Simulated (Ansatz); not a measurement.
An Ansatz input:

```yaml
crystal:
  lattice:
    - [0.0, 2.5002470201, 2.5002470201]
    - [2.5002470201, 0.0, 2.5002470201]
    - [2.5002470201, 2.5002470201, 0.0]
  atoms:
    - { symbol: Tl, position: [0.0, 0.0, 0.0] }
hamiltonian:
  xc: hse06
  pseudopotentials:
    kind: paw
    azcp:
      Tl: "pseudopotentials/Tl.paw.azcp"
basis:
  ecutwfc: 420
  fft_grid_basis: typed
kpoints:
  mp_grid: { grid: [6, 6, 6], shift: [0, 0, 0] }
magnetization:
  spin_polarized: false
scf:
  occupations: { method: fermi_dirac, width: 0.1 }
```

Output

```
Engine: ansatz 0.2.0, aarch64-unknown-linux-gnu
Pseudopotentials: kind: paw
Pseudopotential: Tl, paw, valence charge 13, recommended cutoff 420 eV (normal) 
Functional definition: HSE06
  parameter a = 0.25
  parameter omega = 0.11/bohr
  exchange = pbe_x - a*pbe_x_sr(omega) + a*exact_x_sr(omega)
  correlation = pbe_c
Crystal: 1 atoms, lattice volume = 31.259 Å³
Basis set: ecut = 420 eV, 609 PW (Γ)
Bands: 11, of which v1, the nominal top of the filled ones, is band 7 counted from 1 (6 counted from 0)
Symmetry: 48 space group operations
Space group: Fm-3m (ITA 225), of the structure as read, at distance tolerance 3.2e-5 Å
k-points: 16 of 216
Non-local potential: Tl, projectors of the file, l = 0: 2, l = 1: 2, l = 2: 2, l = 3: 1
PAW form: soft (Blöchl's): semilocal exchange-correlation on the pseudo side does not see the compensation charge
PAW frozen core: Tl, regenerated for the run's functional, and the local potential with it (the file was generated under x = pbe(κ = 0.804, μ = 0.2195149727645171), c = pbe(β = 0.06672455060314922))
PAW one-centre angular grid: Tl, 590 points (default); XC on 64 Gauss nodes
Initial density: superposition of atomic densities (neutral atoms: chi_scale 0, normalization atom), corrected by the library's trained network
Initial wavefunctions: pseudopotential atomic-orbital guess
Functional: x = pbe(κ = 0.804, μ = 0.2195149727645171), c = pbe(β = 0.06672455060314922), warm-up for x = pbe(κ = 0.804, μ = 0.2195149727645171) + 0.25 (exact − pbe) at short range (hse, ω = 0.20786987370883472 Å⁻¹), c = pbe(β = 0.06672455060314922); HSE06 as pw.x's `hse` composes it (authors' and Libxc's form: `xc: wpbeh`)
SCF iter   1: F=—  HF=-11444.143055 eV  |F-HF|=—  |Δ(HF+E_count)|=         —  Δρ=6.16e-4  dr2=8.38e-5  ethr=1.77e-3  ⟨swp⟩=9.8  Hψ=841  notcnv=0
SCF iter   2: F=—  HF=-11444.143212 eV  |F-HF|=—  |Δ(HF+E_count)|=   1.58e-4  Δρ=2.55e-4  dr2=1.46e-5  ethr=6.45e-7  ⟨swp⟩=4.0  Hψ=468  notcnv=0
iter 3 solved again at ethr=5.72e-9 eV; its pass at ethr=1.13e-7 eV (dr2=7.44e-7 eV) is discarded
SCF iter   3: F=—  HF=-11444.143223 eV  |F-HF|=—  |Δ(HF+E_count)|=   1.08e-5  Δρ=5.12e-5  dr2=7.33e-7  ethr=5.72e-9  ⟨swp⟩=3.1  Hψ=602  notcnv=0
SCF iter   4: F=—  HF=-11444.143224 eV  |F-HF|=—  |Δ(HF+E_count)|=   6.28e-7  Δρ=6.17e-6  dr2=7.39e-9  ethr=5.64e-9  ⟨swp⟩=2.8  Hψ=299  notcnv=0
SCF iter   5: F=-11444.143224 eV  HF=-11444.143224 eV  |F-HF|=0.00e0  |Δ(HF+E_count)|=   4.46e-9  Δρ=3.57e-7  dr2=2.16e-11  ethr=5.68e-11  ⟨swp⟩=3.8  Hψ=387  notcnv=0
SCF 1 converged in 5 iterations: F = -11444.143224 eV  dr2 = 2.16e-11
Initial density: handed on by an earlier stage of this run
Initial wavefunctions: those handed on with the density
Functional: x = pbe(κ = 0.804, μ = 0.2195149727645171) + 0.25 (exact − pbe) at short range (hse, ω = 0.20786987370883472 Å⁻¹), c = pbe(β = 0.06672455060314922); HSE06 as pw.x's `hse` composes it (authors' and Libxc's form: `xc: wpbeh`)
Exchange kernel: α = 0.2500, screened, ω = 0.2079 Å⁻¹, Wigner–Seitz truncation, v(0) = 1045.4296 eV·Å³, q-mesh 6×6×6, nearest image of the exchange supercell L = 21.22 Å, pair-density grid 15×15×15, without the augmentation charges, whose exchange is taken in its separable form by FFT convolution over the k-point mesh (sized by the pseudopotential files, 20×20×20 at the most), smooth part of the exact exchange by density-matrix convolution
Frozen-core exchange: fock
iter 1 solved again at ethr=5.06e-5 eV; its pass at ethr=1.00e-1 eV (dr2=6.58e-3 eV) is discarded
SCF iter   1: F=—  HF=-11447.613932 eV  |F-HF|=—  |Δ(HF+E_count)|=         —  Δρ=5.30e-3  dr2=8.26e-3  ethr=5.06e-5  ⟨swp⟩=4.4  Hψ=905  notcnv=0
SCF iter   2: F=—  HF=-11447.611291 eV  |F-HF|=—  |Δ(HF+E_count)|=   2.64e-3  Δρ=9.63e-4  dr2=3.27e-4  ethr=5.06e-5  ⟨swp⟩=3.0  Hψ=353  notcnv=0
SCF iter   3: F=—  HF=-11447.613562 eV  |F-HF|=—  |Δ(HF+E_count)|=   2.27e-3  Δρ=9.05e-4  dr2=1.58e-4  ethr=1.26e-6  ⟨swp⟩=4.0  Hψ=414  notcnv=0
SCF iter   4: F=—  HF=-11447.613594 eV  |F-HF|=—  |Δ(HF+E_count)|=   3.23e-5  Δρ=2.76e-4  dr2=1.83e-5  ethr=1.19e-6  ⟨swp⟩=2.0  Hψ=282  notcnv=0
SCF iter   5: F=—  HF=-11447.613604 eV  |F-HF|=—  |Δ(HF+E_count)|=   9.60e-6  Δρ=1.17e-5  dr2=3.97e-6  ethr=1.15e-7  ⟨swp⟩=3.1  Hψ=396  notcnv=0  defer=1
SCF iter   6: F=-11447.613638 eV  HF=-11447.613638 eV  |F-HF|=6.76e-8  |Δ(HF+E_count)|=   3.42e-5  Δρ=5.99e-5  dr2=7.12e-7  ethr=1.42e-10  ⟨swp⟩=5.6  Hψ=759  notcnv=0  defer=2
SCF 2 stopped early in 6 iterations: F = -11447.613638 eV  dr2 = 7.12e-7
hybrid outer 1: dexx = +2.283e-3 eV, tail = 4.74e-6 eV
Exchange kernel: α = 0.2500, screened, ω = 0.2079 Å⁻¹, Wigner–Seitz truncation, v(0) = 1045.4296 eV·Å³, q-mesh 6×6×6, nearest image of the exchange supercell L = 21.22 Å, pair-density grid 15×15×15, without the augmentation charges, whose exchange is taken in its separable form by FFT convolution over the k-point mesh (sized by the pseudopotential files, 20×20×20 at the most), smooth part of the exact exchange by density-matrix convolution
Frozen-core exchange: fock
SCF iter   1: F=—  HF=-11447.613537 eV  |F-HF|=—  |Δ(HF+E_count)|=         —  Δρ=4.55e-5  dr2=5.12e-7  ethr=1.82e-7  ⟨swp⟩=3.3  Hψ=376  notcnv=0
iter 2 solved again at ethr=6.61e-11 eV; its pass at ethr=3.58e-9 eV (dr2=8.59e-9 eV) is discarded
SCF iter   2: F=-11447.613537 eV  HF=-11447.613537 eV  |F-HF|=7.87e-9  |Δ(HF+E_count)|=   1.85e-7  Δρ=9.33e-6  dr2=1.70e-8  ethr=6.61e-11  ⟨swp⟩=3.2  Hψ=727  notcnv=0  defer=2
SCF 3 converged in 2 iterations: F = -11447.613537 eV  dr2 = 1.70e-8
hybrid outer 2: dexx = +6.356e-8 eV, tail = 4.65e-8 eV, Δε = 1.49e-3 eV (about 1.92e-4 eV left of the loop's levels)
hybrid SCF converged: 2 outer / 8 inner (+5 warm-up), last move |dexx| = 6.36e-8 eV, tail = 4.65e-8 eV
Stability not checked: this state was not tested for a lower state beside it, because the functional holds exact exchange (a hybrid, or Hartree-Fock), whose exchange loop this test does not read (fock_operator; see scf.lower_state_search)
Free energy (F): -11447.613537 eV
Frozen-core exchange: fock
Harris-Foulkes:  -11447.613537 eV  (|F-HF|=7.87e-9)
Internal energy: -11447.590298 eV  (E = F + TS)
E sigma→0 (E₀):  -11447.601917 eV
Entropy (-TS):   -0.023239 eV (-23.239 meV/atom)
Fermi energy:    9.017197 eV
--- Per-component energies (eV) ---
  E_band       = -26.601593
  E_kinetic    = 334.341406
  E_local      = -927.585528  (includes V_loc(G=0)·N_el)
  E_nonlocal   = 316.341283
  E_hartree    = 343.557024
  E_xc         = -183.330675
  E_vxc        = -113.002368  (∫ρ·V_xc dr)
  E_exx        = -27.762144  (= α·E_x^exact, valence–valence)
  E_paw        = -10188.021296  (= ΣΔE_a)
  E_vpaw       = -268.286728  (= ΣTr[D̂ρ^β])
  E_aug_tail   = 0.000034  (compensation charges beyond the density's cutoff)
  E_ewald      = -1115.634331
  E_core_change = 0.503929  (= ΣΔE_core)
  E_smearing   = -0.023239  (= −TS)
  E_closure    = 0.000000  (closes the sum)
  Σ components = -11447.613537   (vs F -11447.613537, Δ=0.00e0)
--- Band table (eV; the first three rows and the last of 16) ---
  k-point 0: bands = ["-4.1564", "-4.1564", "-4.1564", "-3.9287", "-3.9287", "-1.4829", "19.4915", "19.4915", "19.4915"]
  k-point 1: bands = ["-4.1755", "-4.1104", "-4.1104", "-3.9234", "-3.9234", "-0.8578", "15.0169", "18.8950", "18.8950"]
  k-point 2: bands = ["-4.2455", "-4.1178", "-4.1178", "-3.8078", "-3.8078", "1.0424", "9.6392", "17.9275", "17.9275"]
  k-point 15: bands = ["-4.2743", "-4.2319", "-3.8922", "-3.8268", "-3.6708", "5.1053", "8.4209", "11.0968", "11.7228"]
  guard bands above this table: 2 of the run's 11 bands. The solve was not asked for them (output.publish_guard_bands: true or output.eigenvalues: true publishes all)
```

Launched by

```sh
ansatz run input.yaml --threads 4 --pin off --max-ram 8192MiB --backend cpu --events-out ev --progress --plain --runs-dir out
```

On 4 threads of Arm Neoverse V2 (shared host) this took about 3 s of wall time and 8.1 s of CPU time, with 0.88 GiB at the peak.
